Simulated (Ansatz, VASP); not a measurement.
Os in VASP and in Ansatz

```
CELL_PARAMETERS angstrom
-1.53089 1.53089 1.53089
1.53089 -1.53089 1.53089
1.53089 1.53089 -1.53089
ATOMIC_POSITIONS crystal
Os 0.00000 0.00000 0.00000
```

Alike in both runs: functional PBEsol; k mesh 20 × 20 × 20; occupations gaussian, width 0.1 eV; no spin polarisation.

Ansatz relaxed the structure, and its values are those at the end. VASP's run is a single point on that final structure, the one shown.

|  | VASP | Ansatz |
| --- | --- | --- |
| version | VASP 6.6.1 | Ansatz 0.2.0 |
| potentials or method | VASP PAW PBE potentials, release 64 (Os) | scalar-relativistic, plane waves, PAW |
| plane-wave cutoff (eV) | 520 | 420 |
| valence electrons in the cell | 8 | 16 |

```csv
,VASP,Ansatz,Ansatz less VASP
gap on the k mesh at the Fermi level (eV),none,none,-
pressure (GPa),0.8,0.0,-0.76
```

A gap of «none» marks a metal or a gap that the smearing closes. The two sets of potentials don't hold the same shells in valence.

Caveats: the PAW data sets were made with another functional, which shifts forces and pressure a little (VASP). Spin-orbit coupling is left out, which matters for the levels of Os.
